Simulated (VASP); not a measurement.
# C (P6_3/mmc) in VASP: dielectric tensor with PBE+D3(BJ)

Aim: the dielectric tensor of C with PBE+D3(BJ).

Program: VASP 6.6.1. These are calculated values, not measurements. Logs are shortened: lines on timing, memory, paths and dates and some standing lists are left out, and cuts for length are marked.

### 1 Starting point

The structure is hexagonal, space group P6_3/mmc (No. 194). The conventional cell has a = 2.466 Å, b = 2.466 Å, c = 6.730 Å, α = 90.00°, β = 90.00°, γ = 120.00°. Around C (site symmetry -6m2) lie 3 C at 1.42 Å. C (site symmetry -6m2) has 3 C at 1.42 Å as nearest neighbours.

### 2 Dielectric tensor, PBE+D3(BJ)

INCAR

```
ALGO     = Normal         # electronic algorithm
EDIFF    = 1E-7           # SCF threshold, eV
ENCUT    = 520            # plane-wave cutoff, eV
GGA      = PE             # functional
ISIF     = 2              # what is computed and relaxed
ISMEAR   = 0              # smearing method
IVDW     = 12             # dispersion correction
KPAR     = 4            
LASPH    = T              # aspherical terms in the spheres
LCHARG   = F              # write CHGCAR
LEPSILON = T              # dielectric tensor by DFPT
LREAL    = F              # projectors in reciprocal space
LWAVE    = F              # write WAVECAR
NELM     = 80             # most SCF steps
PREC     = Accurate       # precision mode
SIGMA    = 0.02           # smearing width, eV
```

KPOINTS

```
k-points
0
Gamma
  21 21 8
```

POSCAR

```
C                                       
1.0
    2.4662750306      0.0000000000      0.0000000000
   -1.2331375153      2.1358568275      0.0000000000
    0.0000000000      0.0000000000      6.7295797697
  C             
     4
Direct
     0.0000000000000000    0.0000000000000000    0.7500000000000000
     0.0000000000000000    0.0000000000000000    0.2500000000000000
     0.3333333300000021    0.6666666699999979    0.7500000000000000
     0.6666666699999979    0.3333333300000021    0.2500000000000000
```

Potentials or basis: VASP PAW PBE potentials, release 64 (C).

On the command line:

```sh
$ cat potpaw_PBE.64/C/POTCAR > POTCAR
$ mpirun -np 4 vasp_std > vasp.out
```

OUTCAR:

```text
EDIFF = 1E-7
   ENCUT = 520
   GGA = PE
   ISIF = 2
   ISMEAR = 0
   IVDW = 12
   LASPH = T
   LEPSILON = T
   LREAL = F
   NELM = 80
   PREC = Accurate
 IVDW          = 12

 ion  position               nearest neighbor table
   1  0.000  0.000  0.750-   3 1.42   3 1.42   3 1.42
   2  0.000  0.000  0.250-   4 1.42   4 1.42   4 1.42
   3  0.333  0.667  0.750-   1 1.42   1 1.42   1 1.42
   4  0.667  0.333  0.250-   2 1.42   2 1.42   2 1.42

  LATTYP: Found a hexagonal cell.
 ALAT       =     2.4662750306
 C/A-ratio  =     2.7286412449

  Lattice vectors:

 A1 = (   2.4662750306,   0.0000000000,   0.0000000000)
 A2 = (  -1.2331375153,   2.1358568275,   0.0000000000)
 A3 = (   0.0000000000,   0.0000000000,   6.7295797697)

Analysis of symmetry for initial positions (statically):
=====================================================================
 Subroutine PRICEL returns:
 Original cell was already a primitive cell.

 Routine SETGRP: Setting up the symmetry group for a
 hexagonal supercell.

 Subroutine GETGRP returns: Found 24 space group operations
 (whereof 12 operations were pure point group operations)
 out of a pool of 24 trial point group operations.

The static configuration has the point symmetry D_3d.
 The point group associated with its full space group is D_6h.

Analysis of symmetry for dynamics (positions and initial velocities):
=====================================================================
 Subroutine PRICEL returns:
 Original cell was already a primitive cell.

 Routine SETGRP: Setting up the symmetry group for a
 hexagonal supercell.

 Subroutine GETGRP returns: Found 24 space group operations
 (whereof 12 operations were pure point group operations)
 out of a pool of 24 trial point group operations.

The dynamic configuration has the point symmetry D_3d.
 The point group associated with its full space group is D_6h.

 Subroutine INISYM returns: Found 24 space group operations
 (whereof 12 operations are pure point group operations),
 and found     1 'primitive' translations

[... 528 lines left out ...]
      0.00000      0.00000      5.04718        -0.000000     -0.000000      0.000000
      0.00000      0.00000      1.68239         0.000000      0.000000      0.000000
     -0.00000      1.42390      5.04718        -0.000000     -0.000000      0.000000
      1.23314      0.71195      1.68239         0.000000      0.000000     -0.000000
 -----------------------------------------------------------------------------------
    total drift:                               -0.000000      0.000000     -0.000000

  FREE ENERGIE OF THE ION-ELECTRON SYSTEM (eV)
  ---------------------------------------------------
  free  energy   TOTEN  =       -37.4695752964 eV

  energy  without entropy=      -37.4694869440  energy(sigma->0) =      -37.46953112

 HEAD OF MICROSCOPIC STATIC DIELECTRIC TENSOR (INDEPENDENT PARTICLE, excluding Hartree and local field effects)
 ------------------------------------------------------
       20193.178200     0.000000     0.000000
           0.000000 20193.178168    -0.000000
           0.000000    -0.000000     3.376198
 ------------------------------------------------------

 Free energy of the ion-electron system (eV)
  ---------------------------------------------------
  ---------------------------------------------------
  free energy    TOTEN  =     -1989.95055830 eV

  energy without entropy =    -1989.95055830

------------------------ aborting loop because EDIFF is reached ----------------------------------------

 Edisp (eV)   -0.62309

 E8    (eV) :    -0.1765
[... 7 lines left out ...]
 E8    (eV) :    -0.1765

--------------------------------------- Ionic step        3  -------------------------------------------

 Free energy of the ion-electron system (eV)
  ---------------------------------------------------
  ---------------------------------------------------
  free energy    TOTEN  =        -0.21377764 eV

  energy without entropy =       -0.21377764

------------------------ aborting loop because EDIFF is reached ----------------------------------------

 Edisp (eV)   -0.62309

 E8    (eV) :    -0.1765

 PIEZOELECTRIC TENSOR FIELD DIRECTION 3  (e Angst)
 -----------------------------------------------------------------------------
    -0.00085  0.00000  0.00000           ( -0.00000  0.00000  0.00000)
    -0.00000 -0.00085  0.00000           (  0.00000 -0.00000  0.00000)
     0.00000  0.00000  0.00225           (  0.00000  0.00000 -0.00000)

 PIEZOELECTRIC TENSOR FIELD DIRECTION 3  (C/m^2)
 -----------------------------------------------------------------------------
    -0.00038  0.00000  0.00000
    -0.00000 -0.00038  0.00000
     0.00000  0.00000  0.00102

 MACROSCOPIC STATIC DIELECTRIC TENSOR (including local field effects in DFT)
 ------------------------------------------------------
       20180.449731     0.000000     0.000000
          -0.000000 20180.449699     0.000000
          -0.000000     0.000000     3.001772
 ------------------------------------------------------

 PIEZOELECTRIC TENSOR (including local field effects)  for field in x, y, z        (e  Angst)
          XX          YY          ZZ          XY          YZ          ZX
  --------------------------------------------------------------------------------
  x     0.00000     0.00000     0.00000     0.00000     0.00000     0.00000
  y     0.00000     0.00000     0.00000     0.00000     0.00000     0.00000
  z     0.00000     0.00000     0.00000     0.00000     0.00000     0.00000

 PIEZOELECTRIC TENSOR (including local field effects)  for field in x, y, z        (C/m^2)
          XX          YY          ZZ          XY          YZ          ZX
  --------------------------------------------------------------------------------
  x     0.00000     0.00000     0.00000     0.00000     0.00000     0.00000
  y     0.00000     0.00000     0.00000     0.00000     0.00000     0.00000
  z     0.00000     0.00000     0.00000     0.00000     0.00000     0.00000

 BORN EFFECTIVE CHARGES (including local field effects) (in |e|, cummulative output)
 ---------------------------------------------------------------------------------
 ion    1
    1   -37.12042     0.00000     0.00000
    2     0.00000   -37.12042     0.00000
    3     0.00000    -0.00000     0.05987
 ion    2
    1   -37.12042     0.00000     0.00000
    2     0.00000   -37.12042     0.00000
    3     0.00000     0.00000     0.05987
 ion    3
    1    37.12042    -0.00000     0.00000
    2     0.00000    37.12042     0.00000
    3     0.00000     0.00000    -0.05987
 ion    4
    1    37.12042    -0.00000     0.00000
    2     0.00000    37.12042     0.00000
    3     0.00000     0.00000    -0.05987
```

OSZICAR:

```text
N       E                     dE             d eps       ncg     rms          rms(c)
DAV:   1     0.479891752885E+02    0.47989E+02   -0.83278E+03  5768   0.123E+03
DAV:   2    -0.354239363728E+02   -0.83413E+02   -0.76369E+02  8104   0.230E+02
DAV:   3    -0.391533786421E+02   -0.37294E+01   -0.37000E+01  7368   0.489E+01
[... 11 lines left out ...]
RMM:   5    -0.213775760318E+00   -0.71262E-02   -0.57085E-04  9958   0.182E-01    0.993E-03
RMM:   6    -0.213611970658E+00    0.16379E-03   -0.24892E-05 10423   0.262E-02    0.457E-03
RMM:   7    -0.213725056050E+00   -0.11309E-03   -0.24688E-06 10176   0.127E-02    0.947E-04
RMM:   8    -0.213775411628E+00   -0.50356E-04   -0.25215E-07  9920   0.338E-03    0.121E-04
RMM:   9    -0.213781863685E+00   -0.64521E-05   -0.25986E-08  9376   0.786E-04    0.483E-05
RMM:  10    -0.213778573477E+00    0.32902E-05    0.64771E-10  5991   0.226E-04    0.180E-05
RMM:  11    -0.213777636839E+00    0.93664E-06   -0.13694E-08  5371   0.227E-04    0.927E-06
```

stdout:

```text
POSCAR found type information on POSCAR C
 POSCAR found :  1 types and       4 ions
 scaLAPACK will be used
 LDA part: xc-table for (Slater+PW92), standard interpolation
 POSCAR, INCAR and KPOINTS ok, starting setup
 FFT: planning ... GRIDC
 FFT: planning ... GRID_SOFT
 FFT: planning ... GRID
 WAVECAR not read
 entering main loop
 Linear response reoptimize wavefunctions to high precision
 Linear response G [H, r] |phi>, progress :
  Direction:   1
 Linear response G [H, r] |phi>, progress :
  Direction:   2
 Linear response G [H, r] |phi>, progress :
  Direction:   3
 Linear response to external field (no local field effect), progress :
  Direction:   1
 dielectric tensor                  component  1 : 20202.818     6.051    -1.108
 Linear response to external field (no local field effect), progress :
  Direction:   2
 dielectric tensor                  component  2 :     6.051 20183.538    -0.559
 Linear response to external field (no local field effect), progress :
  Direction:   3
 dielectric tensor                  component  3 :    -1.108    -0.559     3.376
 Linear response to external field, progress :
  Direction:   1
 dielectric tensor                  component  1 : 20192.786     0.945    -0.043
 Linear response to external field, progress :
  Direction:   2
 dielectric tensor                  component  2 :     0.996 20168.113    -0.880
 Linear response to external field, progress :
  Direction:   3
 dielectric tensor                  component  3 :    -1.107    -0.559     3.002
 Born effective charges drift removed
```

Run time: 2.8 min. Hardware: 4 MPI ranks of Intel Xeon Platinum 8488C (Sapphire Rapids), shared host; peak memory 0.62 GiB.

Results:

```
Band gap on the k mesh                  : none (metal or under the smearing width)
Electronic dielectric tensor (diagonal) : 20180.45, 20180.45, 3.00
Born charges (mean of the diagonal)     : C -24.73, +24.73 e
Dispersion energy per atom              : -0.156 eV
```

Electronic dielectric tensor:
```
20180.45     0.00     0.00
    0.00 20180.45     0.00
    0.00     0.00     3.00
```

Born effective charge tensors (e):
atom 1, C
```
-37.12   0.00   0.00
  0.00 -37.12   0.00
  0.00   0.00   0.06
```
atom 2, C
```
-37.12   0.00   0.00
  0.00 -37.12   0.00
  0.00   0.00   0.06
```
atom 3, C
```
37.12  0.00  0.00
 0.00 37.12  0.00
 0.00  0.00 -0.06
```
atom 4, C
```
37.12  0.00  0.00
 0.00 37.12  0.00
 0.00  0.00 -0.06
```
